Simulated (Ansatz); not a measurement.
NaCl in the rocksalt structure, relaxed with r2SCAN: it is cubic, Fm-3m (No. 225); conventional cell a = 5.605 Å, 22.02 Å³ an atom. Na has 6 Cl at 2.80 Å; Cl has 6 Na at 2.80 Å. One-shot G0W0@PBE in the PAW code Ansatz on a 4×4×4 mesh (contour deformation, no spin-orbit coupling), from a PBE gap of 5.178 eV over the mesh points (the G0W0 gap is direct on the mesh); the number N of bands summed and the screening cutoff rise together. Calculated for a static, non-magnetic cell.

```csv
N,cutoff (eV),1000/N,G0W0 gap (eV)
79,80,12.658,7.770
173,140,5.780,7.941
```

Question: Lay a straight line in 1000/N through these rows.

Answer: The slope is -0.0249 eV per unit of 1000/N and the intercept 8.085 eV.

Question: Predict the gap at N = 312 (210 eV).

Answer: 8.085 + (-0.0249) × 3.205 = 8.005 eV; the run gives 8.039 eV, +0.034 eV from the line.

Question: With that run's result added, what limit do the last two rows suggest?

Answer: Their slope is (8.039 − 7.941)/(3.205 − 5.780) = -0.0381, which meets 1/N = 0 at 8.16 eV, against 8.085 eV from the first line. The slope steepens, so 1/N isn't yet asymptotic and the true limit probably lies higher still; the k mesh isn't extrapolated.
